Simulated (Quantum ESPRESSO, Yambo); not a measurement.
# KBr (Fm-3m): G0W0 with Yambo, start to end, part 2 of 2

Wanted: ground state, empty states, screening and self-energy for KBr (Fm-3m).

Quantum ESPRESSO 7.5 and Yambo 5.3.0; PBE and many-body steps on it, plane waves. Known limits of the many-body steps: not at the basis limit; no spin-orbit coupling.

So far. Step 2 (Ground state): The gap is direct, at Γ. Step 3 (Bands along the symmetry lines): The gap is 4.436 eV, as in the run before at this level.

## (4) Empty states on the mesh, 4×4×4 mesh, 176 bands

Level of this step: DFT, PBE, plane waves, norm-conserving pseudopotentials (Quantum ESPRESSO).

The sums over transitions need many empty states on a uniform mesh; this step solves for them.

File pw.in:

```
&control
  calculation = 'nscf'
  prefix = 'x'
  outdir = 'o'
  pseudo_dir = 'pseudo'
/
&system
  ibrav = 0
  nat = 2
  ntyp = 2
  ecutwfc = 76.0
  nbnd = 176
  force_symmorphic = .true.
/
&electrons
  conv_thr = 1e-9
  electron_maxstep = 80
  diago_full_acc = .true.
  diago_thr_init = 5e-6
/
ATOMIC_SPECIES
  K 39.098 K.upf
  Br 79.904 Br.upf
CELL_PARAMETERS angstrom
  0.0000000000 3.3000000000 3.3000000000
  3.3000000000 0.0000000000 3.3000000000
  3.3000000000 3.3000000000 0.0000000000
ATOMIC_POSITIONS crystal
  K 0.0000000000 0.0000000000 0.0000000000
  Br 0.5000000000 0.5000000000 0.5000000000
K_POINTS automatic
  4 4 4 0 0 0
```

Launch:

```sh
OMP_NUM_THREADS=1 mpirun -n 4 pw.x -nk 4 -in pw.in > pw.out
```

Output:

```text
[banner, memory and clock lines left out]
Program PWSCF v.7.5 starts

     Atomic positions and unit cell read from directory:
     o/x.save/

     Message from routine setup:
     using ibrav=0 with symmetry is DISCOURAGED, use correct ibrav instead

     G-vector sticks info

     bravais-lattice index     =            0
     lattice parameter (alat)  =       8.8192  a.u.
     unit-cell volume          =     485.0298 (a.u.)^3
     number of atoms/cell      =            2
     number of atomic types    =            2
     number of electrons       =        26.00
     number of Kohn-Sham states=          176
     kinetic-energy cutoff     =      76.0000  Ry
     charge density cutoff     =     304.0000  Ry
     Exchange-correlation= PBE
                           (   1   4   3   4   0   0   0)

     celldm(1)=   8.819172  celldm(2)=   0.000000  celldm(3)=   0.000000
     celldm(4)=   0.000000  celldm(5)=   0.000000  celldm(6)=   0.000000

     crystal axes: (cart. coord. in units of alat)
               a(1) = (   0.000000   0.707107   0.707107 )
               a(2) = (   0.707107   0.000000   0.707107 )
               a(3) = (   0.707107   0.707107   0.000000 )

     reciprocal axes: (cart. coord. in units 2 pi/alat)
               b(1) = ( -0.707107  0.707107  0.707107 )
               b(2) = (  0.707107 -0.707107  0.707107 )
               b(3) = (  0.707107  0.707107 -0.707107 )
     Pseudo is Norm-conserving + core correction, Zval =  9.0
     Generated using ONCVPSP code by D. R. Hamann
     Using radial grid of 2222 points,  6 beta functions with:
     Pseudo is Norm-conserving + core correction, Zval = 17.0
     Generated using ONCVPSP code by D. R. Hamann
     Using radial grid of 1098 points,  6 beta functions with:
     K                 9.00    39.09800     K ( 1.00)
     Br               17.00    79.90400     Br( 1.00)

     48 Sym. Ops., with inversion, found

   Cartesian axes

     site n.     atom                  positions (alat units)
         1        K      tau(   1) = (   0.0000000   0.0000000   0.0000000  )
         2        Br     tau(   2) = (   0.7071068   0.7071068   0.7071068  )

     number of k points=     8
                       cart. coord. in units 2pi/alat
        k(    1) = (   0.0000000   0.0000000   0.0000000), wk =   0.0312500
        k(    2) = (   0.1767767   0.1767767  -0.1767767), wk =   0.2500000
        k(    3) = (  -0.3535534  -0.3535534   0.3535534), wk =   0.1250000
[...]
k(    7) = (  -0.7071068   0.0000000   0.0000000), wk =   0.0937500
        k(    8) = (  -0.7071068   0.3535534   0.0000000), wk =   0.1875000

     Dense  grid:    43599 G-vectors     FFT dimensions: (  50,  50,  50)

     The potential is recalculated from file :
     o/x.save/charge-density

     Starting wfcs are   14 randomized atomic wfcs +  162 random wfcs

     Band Structure Calculation

     End of band structure calculation

          k = 0.0000 0.0000 0.0000 (  5521 PWs)   bands (ev):

   -56.1051 -56.1051 -56.1029 -56.1029 -56.1029 -25.6928 -10.2110  -9.1698
    -9.1698  -9.1698   2.0853   2.0853   2.0853   6.5214   9.6944   9.6944
     9.6944  10.5130  10.5130  13.6827  16.9929  16.9929  16.9929  17.7590
[...]
[... 10 further rows ...]
[...]
k = 0.1768 0.1768-0.1768 (  5414 PWs)   bands (ev):

[...]
[... 10 further rows ...]
[...]
k =-0.3536-0.3536 0.3536 (  5444 PWs)   bands (ev):

[...]
[... 10 further rows ...]
    91.4865  91.5284  91.5284  93.1237  93.1237  93.7897  93.7897  94.3629
    94.6056  95.9446  95.9446  97.6017  97.8771  97.8992  98.1334  98.1334

          k = 0.3536 0.0000 0.0000 (  5425 PWs)   bands (ev):

     [... further k-points ...]

     highest occupied, lowest unoccupied level (ev):     2.0853    6.5214

     XML data file, pseudopotentials, collected wavefunctions
```

It took 20 s on 4 MPI ranks of Arm Neoverse V1, shared host; peak memory 0.54 GiB; 81 s of CPU time.

This step gave:

```yaml
gap: 4.436 eV
k_of_the_valence_top: 0, 0, 0
k_of_the_conduction_bottom: 0, 0, 0
least_direct_gap: 4.436 eV
k_points_computed: 8
lowest_point_of_the_top_converged_band_above_the_valence_top: 93.5197 eV
```

On this mesh the gap is 4.436 eV.

## (5) Conversion and set-up

This step: Yambo 5.3.0; conversion and set-up on PBE, plane waves, norm-conserving pseudopotentials.

The states are converted to the many-body program's format and the q mesh is built.

Launch:

```sh
(cd o/x.save; p2y > p2y.log; mv SAVE ../..); yambo > setup.log
```

Output:

```text
 Yambo, version 5.3.0

 [02] CORE Variables Setup
 =========================

  [02.01] Unit cells
  ==================

  Cell kind             :  FCC
  Atoms in the cell     :  K  Br
  number of K  atoms    :  1
  number of Br atoms    :  1

  List of atomic masses
  Mass of K     :  39.09800
  Mass of Br    :  79.90400

  List of atomic coordinates    : [cc]
  K1       :  0.000000  0.000000  0.000000  order 1
  Br1       :  6.236096  6.236096  6.236096  order 2

  Alat factors          :  6.236096  6.236096  6.236096 [a.u.]
  Direct lattice volume :  485.0298 [a.u.]
  Direct lattice vectors:  A[ 1 ]  A[ 2 ]  A[ 3 ]
   A[ 1 ]:  0.000000  1.000000  1.000000  [iru]
   0.000000  6.236096  6.236096  [cc]
   A[ 2 ]:  1.000000  0.000000  1.000000  [iru]
   6.236096  0.000000  6.236096  [cc]
   A[ 3 ]:  1.000000  1.000000  0.000000  [iru]
   6.236096  6.236096  0.000000  [cc]

  Recip. lattice volume :  0.511412 [a.u.]
  Recip. lattice vectors:  B[ 1 ]  B[ 2 ]  B[ 3 ]
   B[ 1 ]: -0.500000  0.500000  0.500000  [iku]
  -0.503776  0.503776  0.503776  [cc]
   B[ 2 ]:  0.500000 -0.500000  0.500000  [iku]
   0.503776 -0.503776  0.503776  [cc]
   B[ 3 ]:  0.500000  0.500000 -0.500000  [iku]
   0.503776  0.503776 -0.503776  [cc]

  [02.02] Symmetries
  ==================

  Inversion symmetry    : yes
  Spatial inversion     : yes
  Inversion index       :  25
  K-space Time-reversal : no
  Magnetic symmetries   : no
  Group table correct   : yes
  Symmetries units      :  [cc]

   [S  1]:   1.0000      0.28986E-16  0.28986E-16  0.28986E-16   1.0000     -0.28986E-16 -0.28986E-16 -0.28986E-16   1.0000
   [S  2]:  -1.0000     -0.28986E-16  0.28986E-16 -0.28986E-16  -1.0000     -0.28986E-16  0.28986E-16  0.28986E-16   1.0000
   [S  3]:  -1.0000      0.28986E-16 -0.28986E-16 -0.28986E-16   1.0000      0.28986E-16  0.28986E-16 -0.28986E-16  -1.0000
[...]
[... 36 further rows ...]
   [S 47]:  0.28986E-16   1.0000     -0.28986E-16 -0.28986E-16  0.28986E-16  -1.0000       1.0000     -0.28986E-16  0.28986E-16
   [S 48]:  0.28986E-16  -1.0000      0.28986E-16 -0.28986E-16 -0.28986E-16   1.0000       1.0000      0.28986E-16 -0.28986E-16

  [02.03] Reciprocal space
  ========================

  nG shells         :   402
  nG charge         :   43599
  nG WFs            :   6483
  nC WFs            :   5521
  G-vecs. in first 40 shells:  [ Number ]
     1    9   15   27   51   59   65   89  113
    137   169   181   229   259   283   307   331   339
    387   411   459   531   537   561   609   645   701
[...]
1139  1211  1243  1291
  ...
  Shell energy in first 40 shells:  [ mHa ]
[...]
6471.64      6598.53      7106.11      7486.80      8121.27      8501.96      8628.85      9136.43      9517.12
    9644.01      10151.6      10532.3      10659.2      11166.8      11547.4      12181.9      12562.6      12689.5
[...]
K/Q-points units:
  rlu = crystal or reduced units; cc = cartesian coordinates; iku = interal k-units

  K [1]          [rlu]:  0.000000  0.000000  0.000000
         WF components:   5521
  K [2]          [rlu]: -0.15345E-16  0.12410E-16  0.25000
         WF components:   5414
  K [3]          [rlu]:  0.30690E-16 -0.24821E-16 -0.50000
         WF components:   5444
  K [4]          [rlu]: -0.46171E-17  0.25000      0.25000
         WF components:   5425
  K [5]          [rlu]: -0.94755E-17  0.25000     -0.50000
         WF components:   5434
  [... 2 further k-points ...]
  K [8]          [rlu]:  0.250000 -0.500000 -0.250000
         WF components:   5440

  [02.05] Energies & Occupations
  ==============================

  [X] === General ===
  [X] Electronic Temperature                        :  0.000000  0.000000 [eV K]
  [X] Bosonic    Temperature                        :  0.000000  0.000000 [eV K]
  [X] Finite Temperature mode                       : no
  [X] El. density                                   :  0.36174E+24 [cm-3]
  [X] Fermi Level                                   :  2.085286 [eV]

  [X] === Gaps and Widths ===
  [X] Conduction Band Min                           :  4.436154 [eV]
  [X] Valence Band Max                              :  0.000000 [eV]
  [X] Filled Bands                                  :  13
  [X] Empty Bands                                   :   14  176
  [X] Direct Gap                                    :  4.436154 [eV]
  [X] Direct Gap localized at k                     :  1
  [X] Indirect Gap                                  :  4.436154 [eV]
  [X] Indirect Gap between kpts                     :  1  1
  [X] Last valence band width                       :  0.536069 [eV]
  [X] 1st conduction band width                     :  2.953841 [eV]

  E @ K [1]:  [eV]
  -58.19038 -58.19038 -58.18823 -58.18823 -58.18823 -27.77812 -12.29627 -11.25509
   -11.255      -11.255     -0.23570E-09 -0.49585E-10   0.0000       4.4362       7.6091       7.6091
    7.60906   8.42775   8.42775  11.59738  14.90759  14.90759  14.90759  15.67370
[...]
occ @ K [1]
[...]
E @ K [2]:  [eV]
[...]
occ @ K [2]
[...]
E @ K [3]:  [eV]
[...]
occ @ K [3]
[...]
E @ K [4]:  [eV]
[...]
occ @ K [4]
[...]
E @ K [5]:  [eV]
[...]
occ @ K [5]
[...]
[... 2 further k-points ...]
  E @ K [8]:  [eV]
[...]
occ @ K [8]
[...]
0.000000  0.000000  0.000000  0.000000  0.000000  0.000000  0.000000  0.000000
   0.000000  0.000000  0.000000  0.000000  0.000000  0.000000  0.000000  0.000000

 [03] Transferred momenta grid and indexing
 ==========================================

 IBZ Q-points                                      :   8
 BZ  Q-points                                      :   64

 K/Q-points units:
 rlu = crystal or reduced units; cc = cartesian coordinates; iku = interal k-units

 Q [1]          [rlu]:  0.000000  0.000000  0.000000
 Q [2]          [rlu]: -0.15345E-16  0.40166E-16  0.25000
 Q [3]          [rlu]:  0.30690E-16 -0.80332E-16 -0.50000
[...]
Q [7]          [rlu]:  0.92343E-17 -0.50000     -0.50000
 Q [8]          [rlu]:  0.250000 -0.500000 -0.250000

  [03.01] X indexes
  =================

   [03.01.01] Sigma indexes
   ========================

 [06] Game Over & Game summary
```

Run time: 3.1 s. Hardware: 1 MPI rank; peak memory 0.26 GiB.

## (6) Screening and self-energy, 4×4×4 mesh, 176 bands, screening to 163.3 eV

G0W0 replaces the xc potential by the self-energy, built once from these orbitals. Only a window of levels is corrected, while the sums run over the empty bands that the input names.

This step: G0W0 on PBE, plane waves, norm-conserving pseudopotentials.

File gw1.in:

```
HF_and_locXC
gw0
dyson
ppa
em1d
rim_cut
RandQpts= 1000000
RandGvec= 1 RL
EXXRLvcs= 76 Ry
VXCRLvcs= 304 Ry
Chimod= "HARTREE"
% BndsRnXp
 1 | 176 |
%
NGsBlkXp= 12 Ry
% LongDrXp
 1 | 1 | 1 |
%
% GbndRnge
 1 | 176 |
%
DysSolver= "n"
ExtendOut
PPAPntXp= 27.21138 eV
% QPkrange
 1 | 1 | 12 | 15 |
%
```

Launch:

```sh
OMP_NUM_THREADS=1 mpirun -n 4 yambo -F gw1.in -J gw1 -C gw1 > gw1.log
```

Output:

```text
 Yambo, version 5.3.0

 [02] CORE Variables Setup
 =========================

  [... cell, symmetries and grids as in the set-up ...]

  [02.05] Energies & Occupations
  ==============================

  [X] === General ===
  [X] Electronic Temperature                        :  0.000000  0.000000 [eV K]
  [X] Bosonic    Temperature                        :  0.000000  0.000000 [eV K]
  [X] Finite Temperature mode                       : no
  [X] El. density                                   :  0.36174E+24 [cm-3]
  [X] Fermi Level                                   :  2.085286 [eV]

  [X] === Gaps and Widths ===
  [X] Conduction Band Min                           :  4.436154 [eV]
  [X] Valence Band Max                              :  0.000000 [eV]
  [X] Filled Bands                                  :  13
  [X] Empty Bands                                   :   14  176
  [X] Direct Gap                                    :  4.436154 [eV]
  [X] Direct Gap localized at k                     :  1
  [X] Indirect Gap                                  :  4.436154 [eV]
  [X] Indirect Gap between kpts                     :  1  1
  [X] Last valence band width                       :  0.536069 [eV]
  [X] 1st conduction band width                     :  2.953841 [eV]

 [03] Transferred momenta grid and indexing
 ==========================================

 IBZ Q-points                                      :   8
 BZ  Q-points                                      :   64

 K/Q-points units:
 rlu = crystal or reduced units; cc = cartesian coordinates; iku = interal k-units

 Q [1]          [rlu]:  0.000000  0.000000  0.000000
 Q [2]          [rlu]: -0.15345E-16  0.40166E-16  0.25000
 Q [3]          [rlu]:  0.30690E-16 -0.80332E-16 -0.50000
 Q [4]          [rlu]: -0.46171E-17  0.25000      0.25000
 Q [5]          [rlu]: -0.20915E-17  0.25000      0.50000
 Q [6]          [rlu]: -0.24821E-16  0.25000     -0.25000
 Q [7]          [rlu]:  0.92343E-17 -0.50000     -0.50000
 Q [8]          [rlu]:  0.250000 -0.500000 -0.250000

 [04] Coloumb potential Random Integration (RIM)
 ===============================================

  [04.01] RIM initialization
  ==========================

  * Diagonal components only detected *

  8 x (sBL volume)        :  0.063927 [a.u.]
  sBZ random points       :  1000000
  Points outside the sBZ  :   7968281
  RL volume               :  0.511412 [a.u.]
  Integrated volume       :  0.513448 [a.u.]

  [04.02] RIM integrals
  =====================

  Gamma point sphere radius             :  0.072529 [a.u.]
  Points outside the sphere             :   800476
  [Int_sBZ(q=0) 1/q^2]*(Vol_sBZ)^(-1/3) =:  7.776341
                                 should be <:  7.795600

  Summary of Coulomb integrals for non-metallic bands |Q|[au] RIM/Bare

  Q [1] 0.100000E-4 0.997530 * Q [2] 0.218141 1.068480
  Q [4] 0.251888 1.066792 * Q [6] 0.356223 1.029814
  Q [5] 0.417709 1.022655 * Q [3] 0.436282 1.020683
  Q [7] 0.503776 1.017590 * Q [8] 0.563238 1.014367

 [05] Dipoles
 ============

  [05.01] Setup: observables and procedures
  =========================================

 [06] Dynamic Dielectric Matrix (PPA)
 ====================================

 [WR./gw1//ndb.pp]---------------------------------------------------------------
  Brillouin Zone Q/K grids (IBZ/BZ)                :    8   64    8   64
  RL vectors                                       :   6567 [WF]
  Coulomb cutoff potential                         : none
  Electronic Temperature                           :  0.000000 [K]
  Bosonic    Temperature                           :  0.000000 [K]
  PPA    diel. fun.  energies                      : Perdew, Burke & Ernzerhof(X)+Perdew, Burke & Ernzerhof(C)
  wavefunctions                                    : Perdew, Burke & Ernzerhof(X)+Perdew, Burke & Ernzerhof(C)
  Global Gauge                                     : length
  X matrix size                                    :   339
  X band range                                     :    1  176
  X e/h energy range                               : -1.000000 -1.000000 [eV]
  X Time ordering                                  : R
  X Hxc Kernel                                     : HARTREE
  X Drude frequency                                :  0.000000  0.000000
  X poles                                          :  100.0000 [o/o]
  RL vectors in the sum                            :   6567
  [r,Vnl] included                                 : yes
  Field direction                                  :  0.577350E-5  0.577350E-5  0.577350E-5
  BZ energy Double Grid                            : no
  BZ energy DbGd points                            : 0
  BZ Q point size factor                           : -1.000000
  X Optical Averaged directions                    : none

 [07] Local Exchange-Correlation + Non-Local Fock
 ================================================

 [VXC] Plane waves :   43599
 [EXS] Plane waves :   5577

 QP @ state[ 1 ] K range:  1  1
 QP @ state[ 1 ] b range:  12  15

 [xc] Functional : Perdew, Burke & Ernzerhof(X)+Perdew, Burke & Ernzerhof(C)
 [xc] LIBXC used to calculate xc functional
  PP Number of Atomic Species                      :  2
  NLCC RL compoments                               :   43599
  PP Number of Atomic Species                      :  2
  NLCC RL compoments                               :   43599

 [xc] E_xc :  -16.87313 [Ha]
      E_xc :  -33.74626 [Ry]

  Local XC kind (lXC) : Perdew, Burke & Ernzerhof(X)+Perdew, Burke & Ernzerhof(C)
  Non-Local XC kind (nlXC) : Hartree-Fock

  Corrections @ K [1] :  [eV]
 <12|nlXC|12> = -19.54505 -0.66813E-18 <12|lXC|12> = -14.35201  0.000000
 <13|nlXC|13> = -19.54503 -0.56643E-17 <13|lXC|13> = -14.35201  0.000000
 <14|nlXC|14> = -3.946254 -0.27063E-17 <14|lXC|14> = -7.314516  0.000000
 <15|nlXC|15> = -3.767011  0.71943E-18 <15|lXC|15> = -8.482834  0.47204E-16

 [08] Dyson equation: Newton solver
 ==================================

  [08.01] G0W0 (W PPA)
  ====================

  [  GW  ] Bands range     :    1  176
  [GW/PPA] G damping       :  0.100000 [eV]

  QP @ state[ 1 ] K range:  1  1
  QP @ state[ 1 ] b range:  12  15

   Sc/G bands                                       :    1  176
   Sc/G damping                                     :  0.100000 ev
   Sc bands terminator                              : no
   Sx RL components                                 :   5577

   QP @ state[ 1 ] K range                          :  1  1
   QP @ state[ 1 ] b range                          :  12  15
   GF energies kind                                 : Perdew, Burke & Ernzerhof(X)+Perdew, Burke & Ernzerhof(C)
   GF WF`s kind                                     : Perdew, Burke & Ernzerhof(X)+Perdew, Burke & Ernzerhof(C)
   Xs energies kind                                 : Perdew, Burke & Ernzerhof(X)+Perdew, Burke & Ernzerhof(C)
   Xs WF`s kind                                     : Perdew, Burke & Ernzerhof(X)+Perdew, Burke & Ernzerhof(C)

 [11] Game Over & Game summary
```

Wall time 3.1 min (4 MPI ranks); peak memory 2 GiB.

Numbers from this step:

```yaml
g0w0_gap_on_the_points_computed: 7.709 eV
starting_gap_on_the_mesh: 4.436 eV
k_of_the_valence_top: 0, 0, 0
k_of_the_conduction_bottom: 0, 0, 0
least_direct_g0w0_gap_on_the_computed_points: 7.709 eV
z_at_the_valence_top: 0.8284
z_at_the_conduction_bottom: 0.8738
```

The gap on the mesh goes from 4.44 eV to 7.71 eV, a correction of +3.27 eV.

Limits: finite bands, cutoff and mesh; no spin-orbit coupling. v1 is the top filled band, c1 the lowest empty one. Levels before and after the correction, in eV, zero at the valence-band top of each column:

|  | conduction bottom | valence top |
| --- | --- | --- |
| Kohn-Sham | 4.44 | 0.00 |
| G0W0 | 7.71 | 0.00 |

|  | level | energy (eV) |
| --- | --- | --- |
| Kohn-Sham | Γ v2-v1 | 0.000 |
| Kohn-Sham | Γ c1 | 4.436 |
| Kohn-Sham | Γ c2 | 7.609 |
| G0W0 | Γ v2-v1 | 0.000 |
| G0W0 | Γ c1 | 7.709 |
| G0W0 | Γ c2 | 11.826 |

## (7) Where the time went

Times are wall times on the hardware named with each run, good to a factor of about two.

| step | time | share | memory (GiB) |
| --- | --- | --- | --- |
| ground state | 9.9 s | 4 % | 0.31 |
| bands along the symmetry lines | 9.9 s | 4 % | 0.26 |
| empty states on the mesh | 20 s | 9 % | 0.54 |
| conversion and set-up | 3.1 s | 1 % | 0.26 |
| screening and self-energy | 3.1 min | 81 % | 2.0 |

## (8) Outcome

```json
{
 "PBE gap": "4.44 eV, direct",
 "G0W0 gap on the mesh": "7.71 eV",
 "GW settings": "4×4×4 mesh, 176 bands, screening to 163.3 eV, Godby-Needs plasmon pole",
 "known limits": "not at the basis limit; no spin-orbit coupling"
}
```

In words: G0W0 moves the gap on the mesh from 4.44 eV to 7.71 eV (+3.27 eV), with Z of 0.83 and 0.87 at the edges. Only 1 of the mesh's irreducible points was corrected, so a valley elsewhere could overtake. The dearest step here is «screening and self-energy». Bands and cutoff are finite, so the gap is not at the basis limit. The miss can reach some tenths of an eV and take either sign; the mesh is an error of its own. In the G0W0 run levels were corrected at 1 k point alone, so a gap called «on the mesh» is the least over those, and an edge elsewhere would be missed. The many-body steps are scalar-relativistic: spin-orbit coupling is not in them.

[Paths, hosts, dates, memory and timing lines, banners, echoed tables and standing remarks are left out of the program output.]

[Logs are printed without paths, hosts, clocks, repeated set-up lines and the standing remarks that a program may print on its own settings, such as how far it seeks lower states.]

[Runs of the session that timed out or met a known fault of the program may be left out.]

[Hosts, paths, dates, database ids (printed as entryN), source tags and the programs' standing remarks are cut or masked in the printed files.]
